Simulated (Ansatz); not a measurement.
A plane-wave DFT run in Ansatz 0.2.0 (scalar-relativistic PAW potentials unless the input names others): input and command.

```yaml
crystal:
  lattice:
    - [4.5744403909, 0.0, 0.0]
    - [-2.2872201955, 3.9615815866, 0.0]
    - [0.0, 0.0, 6.5665572496]
  atoms:
    - { symbol: Si, position: [0.1641680652, 0.8358319348, 0.8523691835] }
    - { symbol: Si, position: [0.3283361304, 0.1641680652, 0.1857025168] }
    - { symbol: Si, position: [0.8358319348, 0.6716638696, 0.5190358502] }
    - { symbol: Si, position: [0.8358319348, 0.1641680652, 0.8523691835] }
    - { symbol: Si, position: [0.6716638696, 0.8358319348, 0.1857025168] }
    - { symbol: Si, position: [0.1641680652, 0.3283361304, 0.5190358502] }
    - { symbol: Mo, position: [0.5, 0.0, 0.5] }
    - { symbol: Mo, position: [0.0, 0.5, 0.1666666667] }
    - { symbol: Mo, position: [0.5, 0.5, 0.8333333333] }
basis:
  ecutwfc: 420
kpoints:
  mp_grid: { grid: [12, 12, 6] }
hamiltonian:
  xc: b3-lyp
scf:
  occupations: { method: gaussian, width: 0.15 }
  max_iter: 50
output:
  forces: true
  eigenvalues: true
  stress: true
```

```bash
ansatz run input.yaml --threads 2 --pin off --max-ram 5120MiB --backend cpu --events-out ev --progress --plain --runs-dir out
```

Q: Will this input run?

A: The program refuses it, because of an unknown functional (hamiltonian.xc: "pbesol" → "b3-lyp"; the functional meant is spelt b3lyp). With the sound run's settings it is accepted.

Abridged log:
```
Error: YAML parse error: error: line 21 column 7: hamiltonian.xc: unknown variant `b3-lyp`, expected one of `lda`, `lda-pw`, `pw92`, `pbe`, `pbesol`, `rpbe`, `revpbe`, `blyp`, `pbe0`, `revpbe0`, `b3lyp`, `b3lyp5`, `hse06`, `wpbeh`, `hiss`, `lc_wpbe`, `cam_b3lyp`, `hf`, `r2scan`, `r2scanh`, `r2scan0`, `r2scan50`, `mr2scan`
  --> <input>:21:7
   |
19 |   mp_grid: { grid: [12, 12, 6] }
20 | hamiltonian:
21 |   xc: b3-lyp
   |       ^ hamiltonian.xc: unknown variant `b3-lyp`, expected one of `lda`, `lda-pw`, `pw92`, `pbe`, `pbesol`, `rpbe`, `revpbe`, `blyp`, `pbe0`, `revpbe0`, `b3lyp`, `b3lyp5`, `hse06`, `wpbeh`, `hiss`, `lc_wpbe`, `cam_b3lyp`, `hf`, `r2scan`, `r2scanh`, `r2scan0`, `r2scan50`, `mr2scan`
22 | scf:
23 |   occupations: { method: gaussian, width: 0.15 }
   |
```